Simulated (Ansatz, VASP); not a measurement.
## AlN in VASP and in Ansatz

```
Al N
1.0
     3.12859    0.00000    0.00000
    -1.56429    2.70944    0.00000
     0.00000    0.00000    5.01695
Al N
2 2
Cartesian
  1.5643 0.9031 2.5049
  0.0000 1.8063 5.0134
  1.5643 0.9031 4.4185
  0.0000 1.8063 1.9100
```

Alike in both runs: task relaxation of cell and atoms; functional PBE; dispersion D3(BJ); k mesh 9 × 9 × 6; occupations gaussian, width 0.02 eV; no spin polarisation.

|  | VASP | Ansatz |
| --- | --- | --- |
| version | VASP 6.6.1 | Ansatz 0.2.0 |
| potentials or method | VASP PAW PBE potentials, release 64 (Al, N) | scalar-relativistic, plane waves, PAW |
| plane-wave cutoff (eV) | 600 | 420 |
| valence electrons in the cell | 16 | 16 |

Ansatz gave:

```
gap on the k mesh at the Fermi level, each at its own relaxed structure (eV) : 4.21
relaxed volume (Å³/atom)                                                     : 10.42
relaxed cell length with the largest relative difference (Å)                 : 3.109
energy change over the relaxation (meV/atom)                                 : -3
```

Which values does VASP return?

gap on the k mesh at the Fermi level, each at its own relaxed structure (eV): 4.24; relaxed volume (Å³/atom): 10.41; relaxed cell length with the largest relative difference (Å): 3.107; energy change over the relaxation (meV/atom): -3.

Ansatz warned: «structure_snapped_to_symmetry».

Caveats: an odd mesh through Γ misses points on the zone boundary, where band edges often lie.
